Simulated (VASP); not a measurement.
Output of a VASP run:

OSZICAR:
```
       N       E                     dE             d eps       ncg     rms          rms(c)
DAV:   1     0.978667104478E+02    0.97867E+02   -0.65756E+03   480   0.112E+03
DAV:   2     0.105399476715E+01   -0.96813E+02   -0.91268E+02   780   0.181E+02
DAV:   3    -0.621053789436E+01   -0.72645E+01   -0.72410E+01   580   0.558E+01
DAV:   4    -0.628693445149E+01   -0.76397E-01   -0.76365E-01   576   0.676E+00
DAV:   5    -0.628757931000E+01   -0.64486E-03   -0.64479E-03   608   0.618E-01    0.180E+00
DAV:   6    -0.605231518451E+01    0.23526E+00   -0.35850E-01   540   0.307E+00    0.110E+00
DAV:   7    -0.601380665152E+01    0.38509E-01   -0.18034E-01   604   0.222E+00    0.583E-01
DAV:   8    -0.601659934544E+01   -0.27927E-02   -0.11636E-02   560   0.779E-01    0.916E-02
DAV:   9    -0.601700028128E+01   -0.40094E-03   -0.21482E-03   568   0.293E-01    0.772E-02
DAV:  10    -0.601705524112E+01   -0.54960E-04   -0.13875E-04   560   0.991E-02    0.132E-02
DAV:  11    -0.601706113802E+01   -0.58969E-05   -0.35686E-05   588   0.387E-02    0.460E-03
DAV:  12    -0.601706097716E+01    0.16086E-06   -0.64761E-06   584   0.166E-02    0.106E-03
DAV:  13    -0.601706100929E+01   -0.32135E-07   -0.15718E-07   492   0.325E-03
   1 F= -.63378213E+01 E0= -.63378213E+01  d E =0.000000E+00
```

**OUTCAR**
```
------------------------ aborting loop because EDIFF is reached ----------------------------------------
  Edisp (eV):   -0.32076
  FORCE on cell =-STRESS in cart. coord.  units (eV):
  Direction    XX          YY          ZZ          XY          YZ          ZX
  --------------------------------------------------------------------------------------
  Total       0.00453     0.00453     0.00453     0.00000     0.00000    -0.00000
  in kB       0.08953     0.08953     0.08953     0.00000     0.00000    -0.00000
  external pressure =        0.09 kB  Pullay stress =        0.00 kB
  volume of cell :       81.04
      direct lattice vectors                 reciprocal lattice vectors
     4.327463931  0.000000000  0.000000000     0.231082226  0.000000000  0.000000000
     0.000000000  4.327463931  0.000000000     0.000000000  0.231082226  0.000000000
     0.000000000  0.000000000  4.327463931     0.000000000  0.000000000  0.231082226
 POSITION                                       TOTAL-FORCE (eV/Angst)
 -----------------------------------------------------------------------------------
      0.00000      0.00000      0.00000         0.000000      0.000000      0.000000
      2.16373      2.16373      2.16373         0.000000      0.000000      0.000000
 -----------------------------------------------------------------------------------
    total drift:                                0.000000      0.000000     -0.000000
  FREE ENERGIE OF THE ION-ELECTRON SYSTEM (eV)
  ---------------------------------------------------
  free  energy   TOTEN  =        -6.3378212754 eV

  energy  without entropy=       -6.3378212754  energy(sigma->0) =       -6.33782128

 total charge

# of ion       s       p       d       tot
------------------------------------------
    1        1.834   4.707   0.029   6.570
    2        1.602   3.282   0.002   4.885
--------------------------------------------------
tot          3.436   7.989   0.030  11.455
```
(Selected blocks of OUTCAR.)

File POSCAR:
```
CsBr
1
    4.3274639309     0.0000000000     0.0000000000
    0.0000000000     4.3274639309     0.0000000000
    0.0000000000     0.0000000000     4.3274639309
Cs Br
1 1
Direct
  0.0000000000   0.0000000000   0.0000000000
  0.5000000000   0.5000000000   0.5000000000
```

Question: Write an INCAR and KPOINTS that could have produced this output.

Answer: This is not unique; one that fits is the input of the run itself, PBE GGA with D4 dispersion, plane waves, VASP's PBE PAW potentials (set 64).

File KPOINTS:
```
Automatic
0
Gamma
7 7 7
0 0 0
```

**INCAR**
```
! general
SYSTEM =CsBr
PREC   =Accurate
ENCUT  =520
LREAL  =.False.
LASPH  =.True.

! electronic loop
EDIFF  =1E-7
NELM   =100
ALGO   =Normal
LMAXMIX=4

! smearing
ISMEAR =-5

! functional
GGA    =PE
IVDW   =13

! ions
ISIF   =2

! output
LWAVE  =.False.
LCHARG =.True.
LORBIT =11
NEDOS  =601
```

POTCAR, in this order: Cs_sv Br (PBE.64 set). Program: vasp_std.

The compound is CsBr in the CsCl type structure. It was relaxed first.
